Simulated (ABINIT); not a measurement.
# MnO2 (R-3m) in ABINIT: Hubbard U by linear response with LDA-PZ+U

Aim: the Hubbard U by linear response of MnO2 with LDA-PZ+U.

Program: ABINIT 10.8.3 (patched build). These are calculated values, not measurements. Logs are shortened: lines on timing, memory, paths and dates and some standing lists are left out, and cuts for length are marked. The log counts tension as positive stress, the text compression.

### 1 Starting point

It takes space group R-3m (No. 166, trigonal). The conventional cell has a = 2.857 Å, b = 2.857 Å, c = 13.752 Å, α = 90.00°, β = 90.00°, γ = 120.00°. Around Mn (site symmetry -3m) lie 6 O at 1.90 Å. O (site symmetry 3m) is surrounded by 3 Mn at 1.90 Å.

Measurements of this composition are mostly on another form, of space group No. 136.

### 2 Hubbard U by linear response, LDA-PZ+U, collinear spin, ferromagnetic start

The input, run.abi:

```
# Datasets
ndtset 3

# Pseudopotentials
pp_dirpath "./"
pseudos "Mn.LDA_PW-JTH.xml, O.LDA_PW-JTH.xml"

# Structure
structure "poscar:POSCAR"
natom 3

# Plane-wave basis
ecut 22.0
pawecutdg 44.0

# k points
kptopt 2
ngkpt 6 6 6
nshiftk 1
shiftk 0.0 0.0 0.0

# Exchange and correlation
ixc -1009

# Bands and occupations
nband 19
occopt 3
tsmear 0.05 eV

# Spin
nsppol 2
spinat
     0.0000000000     0.0000000000     4.0000000000
     0.0000000000     0.0000000000     0.0000000000
     0.0000000000     0.0000000000     0.0000000000
nsym 1

# DFT+U
usepawu 1
lpawu 2 -1
upawu 4.0 0.0 eV
jpawu 0.0 0.0 eV
dmatpuopt 3

# SCF cycle
nstep 120
tolvrs 1.0e-9

# Output
prteig 0
prtebands 0
prtden 0
prtwf 0

# Linear response
irdwfk 1
macro_uj 1
pawujat 1
pawujv1 -0.1 eV
pawujv2 0.05 eV
pawujv3 0.1 eV
```

The input, POSCAR:

```
MnO2
1.0
    1.4284348394      0.8247072390      4.5839315268
   -1.4284348394      0.8247072390      4.5839315268
    0.0000000000     -1.6494144781      4.5839315268
Mn O
1 2
Direct
    0.0000000000      0.0000000000      0.0000000000  Mn
    0.7356355100      0.7356355100      0.7356355100  O
    0.2643644900      0.2643644900      0.2643644900  O
```

The input, gs.abi:

```
# Pseudopotentials
pp_dirpath "./"
pseudos "Mn.LDA_PW-JTH.xml, O.LDA_PW-JTH.xml"

# Structure
structure "poscar:POSCAR"
natom 3

# Plane-wave basis
ecut 22.0
pawecutdg 44.0

# k points
kptopt 2
ngkpt 6 6 6
nshiftk 1
shiftk 0.0 0.0 0.0

# Exchange and correlation
ixc -1009

# Bands and occupations
nband 19
occopt 3
tsmear 0.05 eV

# Spin
nsppol 2
spinat
     0.0000000000     0.0000000000     4.0000000000
     0.0000000000     0.0000000000     0.0000000000
     0.0000000000     0.0000000000     0.0000000000
nsym 1

# DFT+U
usepawu 1
lpawu 2 -1
upawu 4.0 0.0 eV
jpawu 0.0 0.0 eV
dmatpuopt 3

# SCF cycle
nstep 120
tolvrs 1.0e-9

# Output
prteig 0
prtebands 0
prtden 0
```

Potentials or basis: JTH PAW LDA v2.0.

The run is started by

```console
$ abinit gs.abi > log 2>&1
$ ln -s gso_WFK runi_DS1_WFK
$ ln -s gso_WFK runi_DS2_WFK
$ ln -s gso_WFK runi_DS3_WFK
$ abinit run.abi > log 2>&1
$ lruj runo_DS1_LRUJ.nc runo_DS2_LRUJ.nc runo_DS3_LRUJ.nc > lruj.log 2>&1
```

run.abo:

```text
.Version 10.8.3 of ABINIT
 DATASET    1 : space group P1 (#  1); Bravais aP (primitive triclinic)
================================================================================
 Values of the parameters that define the memory need for DATASET  1.
     intxc =       0    ionmov =       0      iscf =      17    lmnmax =      18
     lnmax =       6     mgfft =      40  mpssoang =       3    mqgrid =    3001
     natom =       3  nloc_mem =       2    nspden =       2   nspinor =       1
    nsppol =       2      nsym =       1    n1xccc =       1    ntypat =       2
    occopt =       3   xclevel =       1
       mpw =        1087          nfft =       64000          nkpt =         112
 PAW method is used; the additional fine FFT grid is defined by:
   mgfftf=        60    nfftf =    216000
================================================================================
================================================================================
[... 15 lines left out ...]
 DATASET    3 : space group P1 (#  1); Bravais aP (primitive triclinic)
================================================================================
 Values of the parameters that define the memory need for DATASET  3.
     intxc =       0    ionmov =       0      iscf =      17    lmnmax =      18
     lnmax =       6     mgfft =      40  mpssoang =       3    mqgrid =    3001
     natom =       3  nloc_mem =       2    nspden =       2   nspinor =       1
    nsppol =       2      nsym =       1    n1xccc =       1    ntypat =       2
    occopt =       3   xclevel =       1
       mpw =        1087          nfft =       64000          nkpt =         112
 PAW method is used; the additional fine FFT grid is defined by:
   mgfftf=        60    nfftf =    216000
================================================================================
================================================================================

--------------------------------------------------------------------------------
------------- Echo of variables that govern the present computation ------------
--------------------------------------------------------------------------------
 -outvars: echo values of preprocessed input variables --------
            acell      1.0000000000E+00  1.0000000000E+00  1.0000000000E+00 Bohr
              amu      5.49380500E+01  1.59994000E+01
         atvshift1      -0.00367   -0.00367   -0.00367   -0.00367   -0.00367
                        -0.00367   -0.00367   -0.00367   -0.00367   -0.00367
                         0.00000    0.00000    0.00000    0.00000    0.00000
                         0.00000    0.00000    0.00000    0.00000    0.00000
                         0.00000    0.00000    0.00000    0.00000    0.00000
                         0.00000    0.00000    0.00000    0.00000    0.00000
         atvshift2       0.00184    0.00184    0.00184    0.00184    0.00184
                         0.00184    0.00184    0.00184    0.00184    0.00184
                         0.00000    0.00000    0.00000    0.00000    0.00000
                         0.00000    0.00000    0.00000    0.00000    0.00000
                         0.00000    0.00000    0.00000    0.00000    0.00000
                         0.00000    0.00000    0.00000    0.00000    0.00000
         atvshift3       0.00367    0.00367    0.00367    0.00367    0.00367
                         0.00367    0.00367    0.00367    0.00367    0.00367
                         0.00000    0.00000    0.00000    0.00000    0.00000
                         0.00000    0.00000    0.00000    0.00000    0.00000
                         0.00000    0.00000    0.00000    0.00000    0.00000
                         0.00000    0.00000    0.00000    0.00000    0.00000
           diemix      4.50000000E-01
        dmatpuopt           3
             ecut      2.20000000E+01 Hartree
           irdwfk           1
                       outvar_i_n : Printing only first  50 k-points.
              ixc       -1009
           jdtset        1    2    3
                       outvar_i_n : Printing only first  50 k-points.
           kptopt           2
         kptrlatt        6    0    0      0    6    0      0    0    6
          kptrlen      3.23922076E+01
            lpawu           2      -1
         macro_uj        1
            natom           3
            nband          19
        natvshift        5
           ndtset           3
            ngfft          40      40      40
          ngfftdg          60      60      60
             nkpt         112
           nspden           2
           nsppol           2
            nstep         120
             nsym           1
           ntypat           2
                       prtocc : prtvol=0, do not print more k-points.
                       1.000000  1.000000  1.000000  1.000000  1.000000  1.000000
                       1.000000  1.000000  1.000000  1.000000  1.000000  1.000000
                       1.000000  1.000000  0.000000  0.000000  0.000000  0.000000
                       0.000000
[... 184 lines left out ...]
                       1.000000  1.000000  1.000000  1.000000  1.000000  1.000000
                       1.000000  1.000000  1.000000  1.000000  1.000000  1.000000
                       1.000000  1.000000  0.000000  0.000000  0.000000  0.000000
                       0.000000
                       1.000000  1.000000  1.000000  1.000000  1.000000  1.000000
                       1.000000  1.000000  1.000000  1.000000  1.000000  1.000000
                       1.000000  1.000000  0.000000  0.000000  0.000000  0.000000
                       0.000000
                       1.000000  1.000000  1.000000  1.000000  1.000000  1.000000
                       1.000000  1.000000  1.000000  1.000000  1.000000  1.000000
                       1.000000  1.000000  0.000000  0.000000  0.000000  0.000000
                       0.000000
                       prtocc : prtvol=0, do not print more k-points.
           occopt           3
        pawecutdg      4.40000000E+01 Hartree
           pawujv1    -3.6749322176E-03 Hartree
           pawujv2     1.8374661088E-03 Hartree
           pawujv3     3.6749322176E-03 Hartree
           prtden           0
        prtebands           0
           prteig           0
            prtwf           0
            rprim      2.6993506352E+00  1.5584708158E+00  8.6623751656E+00
                      -2.6993506352E+00  1.5584708158E+00  8.6623751656E+00
                       0.0000000000E+00 -3.1169416317E+00  8.6623751656E+00
          spgroup           1
           spinat      0.0000000000E+00  0.0000000000E+00  4.0000000000E+00
                       0.0000000000E+00  0.0000000000E+00  0.0000000000E+00
                       0.0000000000E+00  0.0000000000E+00  0.0000000000E+00
           tolvrs      1.00000000E-09
           tsmear      1.83746611E-03 Hartree
            typat      1  2  2
            upawu      1.46997289E-01  0.00000000E+00 Hartree
          usepawu           1
           useylm           1
                       outvars : Printing only first  50 k-points.
           xangst      0.0000000000E+00  0.0000000000E+00  0.0000000000E+00
                      -1.7398838559E-17 -7.3563874139E-11  1.0116308420E+01
                      -2.0808043698E-17 -2.6436460745E-11  3.6354861608E+00
            xcart      0.0000000000E+00  0.0000000000E+00  0.0000000000E+00
                      -3.2879039785E-17 -1.3901557488E-10  1.9117052318E+01
                      -3.9321503805E-17 -4.9957670547E-11  6.8700731785E+00
             xred      0.0000000000E+00  0.0000000000E+00  0.0000000000E+00
                       7.3563551000E-01  7.3563551000E-01  7.3563551000E-01
                       2.6436449000E-01  2.6436449000E-01  2.6436449000E-01
            znucl       25.00000    8.00000

================================================================================

 chkinp: Checking input parameters for consistency, jdtset=   1.

 chkinp: Checking input parameters for consistency, jdtset=   2.
[... 28 lines left out ...]
 getcut: wavevector=  0.0000  0.0000  0.0000  ngfft=  60  60  60
         ecut(hartree)=     44.000   => boxcut(ratio)=   2.18279

--- Pseudopotential description ------------------------------------------------
- pspini: atom type   1  psp file is ./Mn.LDA_PW-JTH.xml
 Pseudopotential format is: paw10
 basis_size (lnmax)=  6 (lmn_size= 18), orbitals=   0   0   1   1   2   2
 Spheres core radius: rc_sph= 2.11191681
 Shapefunction is SIN type: shapef(r)=[sin(pi*r/rshp)/(pi*r/rshp)]**2
 Radius for shape functions =  1.80270168
 Compensation charge density is not taken into account in XC energy/potential

- pspini: atom type   2  psp file is ./O.LDA_PW-JTH.xml
 Pseudopotential format is: paw10
 basis_size (lnmax)=  4 (lmn_size=  8), orbitals=   0   0   1   1
 Spheres core radius: rc_sph= 1.41465230
 Shapefunction is SIN type: shapef(r)=[sin(pi*r/rshp)/(pi*r/rshp)]**2
 Radius for shape functions =  1.20231231
 Compensation charge density is not taken into account in XC energy/potential

   1.03607236E+03                                ecore*ucvol(ha*bohr**3)
--------------------------------------------------------------------------------

-inwffil : will read wavefunctions from disk file runi_DS1_WFK

 ******************************************
 DFT+U Method used: FLL
 ******************************************
[... 787 lines left out ...]
-Cartesian components of stress tensor (GPa)         [Pressure= -3.2315E+00 GPa]
- sigma(1 1)=  2.93720940E+00  sigma(3 2)=  1.40610122E-07
- sigma(2 2)=  2.93720951E+00  sigma(3 1)=  2.99110710E-08
- sigma(3 3)=  3.82021378E+00  sigma(2 1)=  1.78988841E-07

== END DATASET(S) ==============================================================
================================================================================

 -outvars: echo values of variables after computation  --------
            acell      1.0000000000E+00  1.0000000000E+00  1.0000000000E+00 Bohr
           etotal1    -1.3714828586E+02
           etotal2    -1.3712373381E+02
           etotal3    -1.3711556826E+02
            fcart1     1.0554779284E-09  1.5609259551E-10  4.9356031529E-09
                      -3.2525994263E-10  1.3890842002E-09 -4.5947050559E-03
                      -7.3021798575E-10 -1.5451767957E-09  4.5947001203E-03
            fcart2     2.1891222067E-10 -8.5147339394E-10  1.1461574324E-09
                      -5.9482964762E-11  2.4936747961E-10 -4.3508041942E-03
                      -1.5942925591E-10  6.0210591433E-10  4.3508030481E-03
            fcart3    -2.8458721505E-09  2.9903725808E-10 -8.2889635390E-09
                       1.3889492300E-09  1.1698194226E-09 -4.2700139101E-03
                       1.4569229205E-09 -1.4688566807E-09  4.2700221990E-03
            rprim      2.6993506352E+00  1.5584708158E+00  8.6623751656E+00
                      -2.6993506352E+00  1.5584708158E+00  8.6623751656E+00
                       0.0000000000E+00 -3.1169416317E+00  8.6623751656E+00
           strten1     1.1712962077E-04  1.1712962404E-04  1.3532403920E-04
                       2.5216703742E-12 -6.1884362342E-12 -3.6562333677E-12
           strten2     1.0415085108E-04  1.0415085026E-04  1.3121005822E-04
                      -7.6967224381E-12  1.3072104230E-12 -1.0547424952E-11
           strten3     9.9833718420E-05  9.9833722050E-05  1.2984642712E-04
                       4.7792408942E-12  1.0166566388E-12  6.0837070530E-12
           xangst      0.0000000000E+00  0.0000000000E+00  0.0000000000E+00
                      -1.7398838559E-17 -7.3563874139E-11  1.0116308420E+01
                      -2.0808043698E-17 -2.6436460745E-11  3.6354861608E+00
             xred      0.0000000000E+00  0.0000000000E+00  0.0000000000E+00
                       7.3563551000E-01  7.3563551000E-01  7.3563551000E-01
                       2.6436449000E-01  2.6436449000E-01  2.6436449000E-01
 Calculation completed.
```

It took 14 min on 1 thread of Intel Xeon 6975P-C (Granite Rapids), shared host; peak memory 0.27 GiB.

Results:

```
Free energy                    : -3731.5493 eV
Largest force                  : 0.228 eV/Å
Band gap on the k mesh         : 2.03 eV, indirect (least direct gap 2.41 eV)
Net moment                     : 3.00 μB per cell
Site moments                   : Mn +3.02; O -0.05 μB
Hubbard U from linear response : 6.57 eV
```

Forces on the atoms (eV/Å):
```
Mn   0.000  0.000  0.000
O    0.000  0.000 -0.228
O    0.000  0.000  0.228
```

Eigenvalues of the final occupation matrices:
```
  site  spin  trace               eigenvalues
atom 1     1   3.72  0.47 0.47 0.92 0.92 0.93
atom 1     2   0.73  0.07 0.08 0.08 0.25 0.25
```

Caveat: the k mesh is coarse (spacing up to 0.43 Å⁻¹), so the values aren't converged; the shifted atom has its images in every cell, so this scalar value isn't converged in cell size and belongs to these projectors alone; the cutoff is too short for stress, so the log's stress isn't used; a cell with one magnetic atom can't hold antiferromagnetic order, which such compounds often take. A k mesh can miss the band edges.
